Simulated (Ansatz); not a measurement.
# Pt: convergence with LAPW's basis error target

The task here is to estimate one member of a computed series from the others.

Method: DFT, PBE, all-electron LAPW, scalar-relativistic, in Ansatz 0.2.0.

1 further run of the same task is left out (set aside as unsound or not needed).

**The system as given**

It takes space group Pm-3m (No. 221, cubic). Conventional cell: a = 2.625 Å, b = 2.625 Å, c = 2.625 Å, α = 90.00°, β = 90.00°, γ = 90.00°. Pt (site symmetry m-3m) is surrounded by 6 Pt at 2.62 Å.

Coordinates:

```
CELL_PARAMETERS angstrom
2.62495 0.00000 0.00000
0.00000 2.62495 0.00000
0.00000 0.00000 2.62495
ATOMIC_POSITIONS crystal
Pt 0.00000 0.00000 0.00000
```

The cell was relaxed by PAW from a hypothetical start (sc type); it needn't be the stable phase of this composition.

Set-up of the first run:

input.yaml

```yaml
crystal:
  lattice:
    - [2.6249474257, 0.0, 0.0]
    - [0.0, 2.6249474257, 0.0]
    - [0.0, 0.0, 2.6249474257]
  atoms:
    - { symbol: Pt, position: [0.0, 0.0, 0.0] }
kpoints:
  mp_grid: { grid: [12, 12, 12] }
scf:
  occupations: { method: fermi_dirac, width: 0.08 }
hamiltonian:
  xc: pbe
  pseudopotentials: { kind: all_electron, lapw: { basis_error: 0.03 } }
output:
  forces: true
  stress: true
  eigenvalues: true
```

Among the steps run: With basis error target 0.03 eV/atom; With basis error target 0.01 eV/atom; With basis error target 0.003 eV/atom; With basis error target 0.0001 eV/atom.

One of the session's tables, all rows but one given; the rest of the session is left out.

```
basis error target (eV/atom)  pressure (GPa)
                        0.03            0.07
                        0.01               ?
                       0.003            0.00
                      0.0001           -0.01
```

Estimate the missing values for basis error target (eV/atom) = 0.01.

Worked estimate for «pressure (GPa)». A straight line through the neighbours (0.03, 0.07) and (0.003, 0.00) gives 0.07 + (0.00 − 0.07) × (0.01 − 0.03) / (0.003 − 0.03) = 0.02; a parabola fitted to 3 rows on both sides gives 0.02.

**Answer.** pressure (GPa): 0.02. In «pressure (GPa)» the line misses by 0.00 and the parabola by 0.00.

Energies are those extrapolated to zero smearing.

Limits of these values: Spin-orbit coupling is left out, though the cell holds Pt; in elements this heavy it can shift bands and gaps by tenths of an eV.
